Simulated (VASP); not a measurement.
# GaSb (F-43m) in VASP: settings compared

The runs below take GaSb through single point, relaxation of cell and atoms, with r2SCAN, r2SCAN+rVV10, BLYP+D4.

All numbers are computed with VASP 6.6.1; they aren't measurements. Logs are shortened: lines on timing, memory, paths and dates and some standing lists are left out, and cuts for length are marked.

**The experiment to reproduce.**

A printed reference work, data compilation reports, for a bulk crystal of GaSb at 4.2 K: band gap 0.811 eV (direct).

The runs below are set against these values where they give the same quantity.

**1. The cell of the first run**

Symmetry: F-43m, No. 216, cubic system. The conventional cell has a = 5.993 Å, b = 5.993 Å, c = 5.993 Å, α = 90.00°, β = 90.00°, γ = 90.00°. Sb (site symmetry -43m) has 4 Ga at 2.60 Å within 3.4 Å. Within 3.4 Å of Ga (site symmetry -43m) lie 4 Sb at 2.60 Å.

**2. Single point, r2SCAN**

Contents of POSCAR:

```
GaSb
1.0
    0.0000000000      2.9965539066      2.9965539066
    2.9965539066      0.0000000000      2.9965539066
    2.9965539066      2.9965539066      0.0000000000
Sb Ga
1 1
Direct
    0.7500000000      0.7500000000      0.7500000000
    0.0000000000      0.0000000000      0.0000000000
```

Contents of INCAR.step1:

```
ALGO = Normal
EDIFF = 1E-4
ENCUT = 520
GGA = PE
ISMEAR = -1
LASPH = T
LCHARG = F
LREAL = F
LWAVE = T
NBANDS = 16
NELM = 100
PREC = Accurate
SIGMA = 0.05
```

Contents of INCAR.step2:

```
ALGO = Normal
EDIFF = 1E-7
ENCUT = 520
ISIF = 2
ISMEAR = -1
ISTART = 1
LASPH = T
LCHARG = F
LMIXTAU = T
LREAL = F
LWAVE = F
METAGGA = R2SCAN
NBANDS = 16
NELM = 100
PREC = Accurate
SIGMA = 0.05
```

Contents of KPOINTS:

```
k-points
0
Gamma
  8 8 8
```

Potentials or basis: VASP PAW PBE potentials, release 64 (Sb, Ga_d).

On the command line:

```sh
$ cat potpaw_PBE.64/Sb/POTCAR potpaw_PBE.64/Ga_d/POTCAR > POTCAR
$ cp INCAR.step1 INCAR
$ mpirun -np 1 vasp_std > vasp.out
$ cp INCAR.step2 INCAR
$ mpirun -np 1 vasp_std > vasp.out
```

OUTCAR:

```text
EDIFF = 1E-7
   ENCUT = 520
   ISIF = 2
   ISMEAR = -1
   ISTART = 1
   LASPH = T
   LREAL = F
   METAGGA = R2SCAN
   NELM = 100
   PREC = Accurate

 ion  position               nearest neighbor table
   1  0.750  0.750  0.750-   2 2.60   2 2.60   2 2.60   2 2.60
   2  0.000  0.000  0.000-   1 2.60   1 2.60   1 2.60   1 2.60

  LATTYP: Found a face centered cubic cell.
 ALAT       =     5.9931078132

  Lattice vectors:

 A1 = (   0.0000000000,   2.9965539066,   2.9965539066)
 A2 = (   2.9965539066,   0.0000000000,   2.9965539066)
 A3 = (   2.9965539066,   2.9965539066,   0.0000000000)

Analysis of symmetry for initial positions (statically):
=====================================================================
 Subroutine PRICEL returns:
 Original cell was already a primitive cell.

 Routine SETGRP: Setting up the symmetry group for a
 face centered cubic supercell.

 Subroutine GETGRP returns: Found 24 space group operations
 (whereof 24 operations were pure point group operations)
 out of a pool of 48 trial point group operations.

The static configuration has the point symmetry T_d .

Analysis of symmetry for dynamics (positions and initial velocities):
=====================================================================
 Subroutine PRICEL returns:
 Original cell was already a primitive cell.

 Routine SETGRP: Setting up the symmetry group for a
 face centered cubic supercell.

 Subroutine GETGRP returns: Found 24 space group operations
 (whereof 24 operations were pure point group operations)
 out of a pool of 48 trial point group operations.

The dynamic configuration has the point symmetry T_d .

 Subroutine INISYM returns: Found 24 space group operations
 (whereof 24 operations are pure point group operations),
 and found     1 'primitive' translations

----------------------------------------------------------------------------------------

                                     Primitive cell

  volume of cell :      53.8141

  direct lattice vectors                    reciprocal lattice vectors
     0.000000000  2.996553907  2.996553907    -0.166858336  0.166858336  0.166858336
     2.996553907  0.000000000  2.996553907     0.166858336 -0.166858336  0.166858336
     2.996553907  2.996553907  0.000000000     0.166858336  0.166858336 -0.166858336

  length of vectors
     4.237767175  4.237767175  4.237767175     0.289007116  0.289007116  0.289007116

  position of ions in fractional coordinates (direct lattice)
     0.750000000  0.750000000  0.750000000
     0.000000000  0.000000000  0.000000000

  ion indices of the primitive-cell ions
   primitive index   ion index
                 1           1
                 2           2

----------------------------------------------------------------------------------------

 KPOINTS: k-points

Automatic generation of k-mesh.
 Grid dimensions read from file:
 generate k-points for:    8    8    8

 Generating k-lattice:

  Cartesian coordinates                     Fractional coordinates (reciprocal lattice)
    -0.020857292  0.020857292  0.020857292     0.125000000  0.000000000  0.000000000
     0.020857292 -0.020857292  0.020857292     0.000000000  0.125000000  0.000000000
     0.020857292  0.020857292 -0.020857292     0.000000000  0.000000000  0.125000000

  Length of vectors
     0.036125890  0.036125890  0.036125890

  Shift w.r.t. Gamma in fractional coordinates (k-lattice)
     0.000000000  0.000000000  0.000000000

 Subroutine IBZKPT returns following result:
 ===========================================

 Found     29 irreducible k-points:

 Following reciprocal coordinates:
            Coordinates               Weight
  0.000000  0.000000  0.000000      1.000000
  0.125000  0.000000  0.000000      8.000000
  0.250000  0.000000  0.000000      8.000000
  0.375000  0.000000  0.000000      8.000000
  0.500000  0.000000  0.000000      4.000000
  0.125000  0.125000  0.000000      6.000000
[... 16 lines left out ...]
  0.500000  0.250000  0.125000     48.000000
 -0.375000  0.250000  0.125000     24.000000
[... 49 lines left out ...]
     16      13.6337      0.00000

 k-point     3 :       0.2500    0.0000    0.0000
  band No.  band energies     occupation
      1     -10.3027      2.00000
      2     -10.2748      2.00000
      3     -10.2747      2.00000
      4     -10.2156      2.00000
      5     -10.2156      2.00000
      6      -6.3464      2.00000
[... 8 lines left out ...]
     15      13.4219      0.00000
     16      13.4220      0.00000

 k-point     4 :       0.3750    0.0000    0.0000
  band No.  band energies     occupation
      1     -10.3161      2.00000
      2     -10.2699      2.00000
      3     -10.2699      2.00000
      4     -10.2152      2.00000
      5     -10.2152      2.00000
      6      -5.6115      2.00000
[... 8 lines left out ...]
     15      14.5135      0.00000
     16      14.5135      0.00000

 k-point     5 :       0.5000    0.0000    0.0000
  band No.  band energies     occupation
      1     -10.3216      2.00000
      2     -10.2681      2.00000
      3     -10.2681      2.00000
      4     -10.2148      2.00000
      5     -10.2148      2.00000
      6      -5.1581      2.00000
[... 8 lines left out ...]
     15      16.0712      0.00000
     16      16.0712      0.00000

 k-point     6 :       0.1250    0.1250    0.0000
  band No.  band energies     occupation
      1     -10.2932      2.00000
      2     -10.2780      2.00000
      3     -10.2780      2.00000
      4     -10.2169      2.00000
      5     -10.2142      2.00000
      6      -6.8062      2.00000
[... 8 lines left out ...]
     15      12.9321      0.00000
     16      14.6932      0.00000
[... 267 lines left out ...]
 k-point    21 :       0.5000    0.5000    0.0000
  band No.  band energies     occupation
      1     -10.3435      2.00000
      2     -10.2491      2.00000
      3     -10.2491      2.00000
      4     -10.2321      2.00000
      5     -10.2096      2.00000
      6      -4.1708      2.00000
[... 8 lines left out ...]
     15      17.3674      0.00000
     16      17.5013      0.00000

 k-point    22 :       0.3750    0.2500    0.1250
  band No.  band energies     occupation
      1     -10.3159      2.00000
      2     -10.2683      2.00000
      3     -10.2663      2.00000
      4     -10.2206      2.00000
      5     -10.2133      2.00000
      6      -5.8908      2.00000
[... 8 lines left out ...]
     15      15.2558      0.00000
     16      15.4551      0.00000

 k-point    23 :       0.5000    0.2500    0.1250
  band No.  band energies     occupation
      1     -10.3248      2.00000
      2     -10.2647      2.00000
      3     -10.2617      2.00000
      4     -10.2205      2.00000
      5     -10.2140      2.00000
      6      -5.1823      2.00000
[... 8 lines left out ...]
     15      14.8727      0.00000
     16      16.3483      0.00000

 k-point    24 :      -0.3750    0.2500    0.1250
  band No.  band energies     occupation
      1     -10.3281      2.00000
      2     -10.2637      2.00000
      3     -10.2599      2.00000
      4     -10.2194      2.00000
      5     -10.2150      2.00000
      6      -4.7457      2.00000
[... 8 lines left out ...]
     15      15.7145      0.00000
     16      16.4269      0.00000

 [... further k-points ...]
[... 5 lines left out ...]
  --------------------------------------------------------------------------------------
  -------------------------------------------------------------------------------------
  Total        1.4937994      1.4937994      1.4937994     -0.0000000      0.0000000     -0.0000000
  in kB       44.4740392     44.4740392     44.4740392     -0.0000000      0.0000000     -0.0000000
  external PRESSURE =      44.4740392 kB  Pullay stress =       0.0000000 kB

 VOLUME and BASIS-vectors are now :
 -----------------------------------------------------------------------------
  energy-cutoff  :      520.00
  volume of cell :       53.81
      direct lattice vectors                 reciprocal lattice vectors
     0.000000000  2.996553907  2.996553907    -0.166858336  0.166858336  0.166858336
     2.996553907  0.000000000  2.996553907     0.166858336 -0.166858336  0.166858336
     2.996553907  2.996553907  0.000000000     0.166858336  0.166858336 -0.166858336

 POSITION                                       TOTAL-FORCE (eV/Angst)
 -----------------------------------------------------------------------------------
      4.49483      4.49483      4.49483         0.000000     -0.000000      0.000000
      0.00000      0.00000      0.00000        -0.000000      0.000000     -0.000000
 -----------------------------------------------------------------------------------
    total drift:                                0.000001      0.000001      0.000002

  FREE ENERGIE OF THE ION-ELECTRON SYSTEM (eV)
  ---------------------------------------------------
  free  energy   TOTEN  =       -37.5500547951 eV

  energy  without entropy=      -37.5500511173  energy(sigma->0) =      -37.55005296
```

Wall time 2.8 min (1 thread of AMD EPYC 7R13, shared host); peak memory 0.17 GiB.

What came out:

```
Free energy            : -37.5501 eV
Pressure               : 4.4 GPa
Band gap on the k mesh : 0.83 eV, indirect (least direct gap 0.93 eV)
```

Levels at points of the mesh, in eV from the valence-band top:
| k point | band 6 | band 7 | band 8 | band 9 | band 10 | band 11 | band 12 | band 13 |
| --- | --- | --- | --- | --- | --- | --- | --- | --- |
| (0.00, 0.00, 0.00) | -12.40 | 0.00 | 0.00 | 0.00 | 0.93 | 2.95 | 2.95 | 2.95 |
| (0.50, 0.00, 0.00) | -10.51 | -6.92 | -1.32 | -1.32 | 0.83 | 4.00 | 4.00 | 6.89 |
| (0.50, 0.50, 0.00) | -9.52 | -7.36 | -2.93 | -2.93 | 1.04 | 1.36 | 9.69 | 9.69 |

Caveat: the PAW data sets were made with another functional, which shifts forces and pressure a little; spin-orbit coupling is left out, which moves the levels of the heavy elements.

**3. Single point, r2SCAN+rVV10**

This run uses another cell than the first one, of 28.43 Å³/atom, 1.057 times its volume.

Contents of POSCAR:

```
GaSb
1.0
    0.0000000000      3.0520802167      3.0520802167
    3.0520802167      0.0000000000      3.0520802167
    3.0520802167      3.0520802167      0.0000000000
Sb Ga
1 1
Direct
    0.7500000000      0.7500000000      0.7500000000
    0.0000000000      0.0000000000      0.0000000000
```

Contents of INCAR.step1:

```
SYSTEM = GaSb
PREC     = Accurate       ! precision mode
ENCUT    = 520            ! plane-wave cutoff, eV
ISMEAR   = -1             ! smearing method
SIGMA    = 0.05           ! smearing width, eV
LREAL    = .False.        ! projectors in reciprocal space
LASPH    = .True.         ! aspherical terms in the spheres
NELM     = 80             ! most SCF steps
NBANDS   = 16             ! bands
GGA      = PE             ! functional
ALGO     = Normal         ! electronic algorithm
EDIFF    = 1E-4           ! SCF threshold, eV
LWAVE    = .True.         ! write WAVECAR
LCHARG   = .False.        ! write CHGCAR
```

Contents of INCAR.step2:

```
SYSTEM = GaSb
PREC     = Accurate       ! precision mode
ENCUT    = 520            ! plane-wave cutoff, eV
EDIFF    = 1E-6           ! SCF threshold, eV
ISMEAR   = -1             ! smearing method
SIGMA    = 0.05           ! smearing width, eV
LREAL    = .False.        ! projectors in reciprocal space
LASPH    = .True.         ! aspherical terms in the spheres
NELM     = 80             ! most SCF steps
ALGO     = Normal         ! electronic algorithm
ISIF     = 2              ! what is computed and relaxed
LWAVE    = .False.        ! write WAVECAR
LCHARG   = .False.        ! write CHGCAR
METAGGA  = R2SCAN         ! meta-GGA
LMIXTAU  = .True.       
LUSE_VDW = .True.       
IVDW_NL  = 2            
BPARAM   = 11.95        
CPARAM   = 0.0093       
NBANDS   = 16             ! bands
ISTART   = 1
```

Contents of KPOINTS:

```
Automatic mesh
0
Gamma
  8 8 8
  0 0 0
```

Potentials or basis: VASP PAW PBE potentials, release 64 (Sb, Ga_d).

On the command line:

```sh
$ cat potpaw_PBE.64/Sb/POTCAR potpaw_PBE.64/Ga_d/POTCAR > POTCAR
$ cp INCAR.step1 INCAR
$ mpirun -np 1 vasp_std > vasp.out
$ cp INCAR.step2 INCAR
$ mpirun -np 1 vasp_std > vasp.out
```

Wall time 2.5 min (1 thread of AMD EPYC 7R13, shared host); peak memory 0.3 GiB.

Results (log left out):

| Item | Value |
| --- | --- |
| Free energy | -36.9789 eV |
| Pressure | 0.2 GPa |
| Band gap on the k mesh | 0.50 eV, direct |

Levels at points of the mesh, in eV from the valence-band top:
```tsv
k point	band 6	band 7	band 8	band 9	band 10	band 11	band 12	band 13
(0.00, 0.00, 0.00)	-11.99	0.00	0.00	0.00	0.50	2.96	2.96	2.96
(0.50, 0.00, 0.00)	-10.24	-6.63	-1.23	-1.23	0.67	3.99	3.99	6.82
(0.50, 0.50, 0.00)	-9.34	-7.09	-2.73	-2.73	1.07	1.41	9.31	9.31
```

Caveat: the PAW data sets were made with another functional, which shifts forces and pressure a little; spin-orbit coupling is left out, which moves the levels of the heavy elements.

**4. Single point, r2SCAN**

This run uses another cell than the first one, of 29.77 Å³/atom, 1.106 times its volume.

Contents of POSCAR:

```
GaSb
1.0
    0.0000000000      3.0992546163      3.0992546163
    3.0992546163      0.0000000000      3.0992546163
    3.0992546163      3.0992546163      0.0000000000
Sb Ga
1 1
Direct
    0.7500000000      0.7500000000      0.7500000000
    0.0000000000      0.0000000000      0.0000000000
```

Contents of INCAR.step1:

```
PREC = Accurate ; ENCUT = 520
ISMEAR = -1 ; SIGMA = 0.05
LREAL = F ; LASPH = T
NELM = 80 ; NBANDS = 16
GGA = PE ; ALGO = Normal
EDIFF = 1E-4 ; LWAVE = T
LCHARG = F
```

Contents of INCAR.step2:

```
PREC = Accurate ; ENCUT = 520
EDIFF = 1E-7 ; ISMEAR = -1
SIGMA = 0.05 ; LREAL = F
LASPH = T ; NELM = 80
ALGO = Normal ; ISIF = 2
LWAVE = F ; LCHARG = F
METAGGA = R2SCAN ; LMIXTAU = T
NBANDS = 16 ; ISTART = 1
```

Contents of KPOINTS:

```
Automatic mesh
0
Gamma
  8 8 8
```

On the command line:

```sh
$ cat potpaw_PBE.64/Sb/POTCAR potpaw_PBE.64/Ga_d/POTCAR > POTCAR
$ cp INCAR.step1 INCAR
$ mpirun -np 1 vasp_std > vasp.out
$ cp INCAR.step2 INCAR
$ mpirun -np 1 vasp_std > vasp.out
```

It took 4.1 min on 1 thread of AMD EPYC 7R13, shared host; peak memory 0.2 GiB.

It converged, with:

* Free energy: -37.5919 eV
* Pressure: -1.5 GPa
* Band gap on the k mesh: 0.16 eV, direct

Levels at points of the mesh, in eV from the valence-band top:
```csv
k point,band 7,band 8,band 9,band 10,band 11,band 12
"(0.00, 0.00, 0.00)",0.00,0.00,0.00,0.16,2.99,2.99
"(0.50, 0.00, 0.00)",-6.38,-1.15,-1.15,0.59,4.01,4.01
"(0.50, 0.50, 0.00)",-6.87,-2.56,-2.56,1.16,1.55,9.00
```

Caveat: the PAW data sets were made with another functional, which shifts forces and pressure a little; spin-orbit coupling is left out, which moves the levels of the heavy elements.

**5. Relaxation of cell and atoms, BLYP+D4**

This run uses another cell than the first one, of 28.62 Å³/atom, 1.064 times its volume.

Contents of INCAR:

```
SYSTEM = GaSb
PREC = Accurate ; ENCUT = 600
EDIFF = 1E-6 ; ISMEAR = -1
SIGMA = 0.05 ; LREAL = .FALSE.
LASPH = .TRUE. ; NELM = 100
ALGO = Normal ; ISIF = 3
LWAVE = .FALSE. ; LCHARG = .FALSE.
GGA = B5 ; ALDAX = 1.0
AGGAX = 1.0 ; AGGAC = 1.0
ALDAC = 0.0 ; IVDW = 13
VDW_S6 = 1.0 ; VDW_S8 = 2.34076671
VDW_A1 = 0.44488865 ; VDW_A2 = 4.0933009
IBRION = 2 ; NSW = 60
EDIFFG = -0.01
```

Contents of KPOINTS:

```
regular mesh
0
G
  8 8 8
  0 0 0
```

Contents of POSCAR:

```
GaSb
1.0
    0.0000000000      3.0590000000      3.0590000000
    3.0590000000      0.0000000000      3.0590000000
    3.0590000000      3.0590000000      0.0000000000
Sb Ga
1 1
Direct
    0.7500000000      0.7500000000      0.7500000000
    0.0000000000      0.0000000000      0.0000000000
```

On the command line:

```sh
$ cat potpaw_PBE.64/Sb/POTCAR potpaw_PBE.64/Ga_d/POTCAR > POTCAR
$ mpirun -np 1 vasp_std > vasp.out
```

Wall time 2.4 min (1 thread of AMD EPYC 7R13, shared host); peak memory 0.19 GiB.

The run converged. Its results:

* Free energy: -7.6019 eV
* Relaxed volume: 28.97 Å³/atom
* Relaxed cell: a = 4.343 Å, b = 4.343 Å, c = 4.343 Å, α = 60.00°, β = 60.00°, γ = 60.00°
* Space group after relaxing (to 0.05 Å): F-43m (No. 216)
* Energy gained by relaxing: 0.6 meV/atom
* Ionic steps: 3
* Pressure after relaxing: 0.0 GPa
* Band gap on the k mesh: zero (filled and empty bands touch)
* Dispersion energy per atom: -0.785 eV

Step by step:
```csv
step,energy change (eV),largest force (eV/Å),pressure (GPa),volume (Å³)
1,0.0000,0.0000,0.57,57.25
2,-0.0012,0.0000,-0.14,58.10
3,-0.0012,0.0000,-0.02,57.93
```

Final structure:
```
Sb Ga
1.0
     0.00000    3.07111    3.07111
     3.07111    0.00000    3.07111
     3.07111    3.07111    0.00000
Sb Ga
1 1
Direct
  0.75000 0.75000 0.75000
  0.00000 0.00000 0.00000
```

Levels at points of the mesh, in eV from the Fermi level:
| k point | band 6 | band 7 | band 8 | band 9 | band 10 | band 11 | band 12 | band 13 |
| --- | --- | --- | --- | --- | --- | --- | --- | --- |
| (0.00, 0.00, 0.00) | -11.45 | -0.24 | -0.04 | -0.04 | -0.04 | 2.77 | 2.77 | 2.77 |
| (0.50, 0.00, 0.00) | -9.87 | -6.35 | -1.17 | -1.17 | 0.33 | 3.77 | 3.77 | 6.66 |
| (0.50, 0.50, 0.00) | -9.06 | -6.84 | -2.55 | -2.55 | 0.96 | 1.38 | 8.50 | 8.50 |

Caveat: the PAW data sets were made with another functional, which shifts forces and pressure a little; spin-orbit coupling is left out, which moves the levels of the heavy elements; pairwise dispersion overbinds metals, which lowers pressure and volume. Zero-point motion and thermal expansion aren't in these numbers.

**6. Overview**

| task | level | cell | cutoff (eV) | gap on the mesh (eV) | pressure (GPa) |
| --- | --- | --- | --- | --- | --- |
| single point | r2SCAN | a = 4.238 Å, angles 60.0°, 2 atoms | 520 | 0.83 | 4.4 |
| single point | r2SCAN+rVV10 | a = 4.316 Å, angles 60.0°, 2 atoms | 520 | 0.50 | 0.2 |
| single point | r2SCAN | a = 4.383 Å, angles 60.0°, 2 atoms | 520 | 0.16 | -1.5 |
| relaxation of cell and atoms | BLYP+D4 | relaxed from a = 4.326 Å, angles 60.0°, 2 atoms | 600 | none | 0.0 |

Alike in all rows: potentials or basis VASP PAW PBE potentials, release 64 (Sb, Ga_d); no spin polarisation; k mesh 8 × 8 × 8; smearing fermi-dirac 0.05 eV.

Caveats: the PAW data sets were made with another functional, which shifts forces and pressure a little; spin-orbit coupling is left out, which moves the levels of the heavy elements; pairwise dispersion overbinds metals, which lowers pressure and volume (some runs).

Absolute energies hang on the potentials; compare differences alone.

**7. Comparison with measurements**

Step 3. A measured gap of GaSb is 0.811 eV (direct; 4.2 K; a printed reference work, data compilation); the calculated 0.50 eV misses it by -0.31 eV. Spin-orbit coupling on Ga, Sb is left out. The value is that of r2SCAN+rVV10 on a finite k mesh, which can miss the band edges, without temperature or zero-point motion.

Step 4. Against the measured gap of GaSb, 0.811 eV (direct; 4.2 K; a printed reference work, data compilation), the calculated 0.16 eV is off by -0.66 eV. Spin-orbit coupling on Ga, Sb is left out. The value is that of r2SCAN on a finite k mesh, which can miss the band edges, without temperature or zero-point motion.
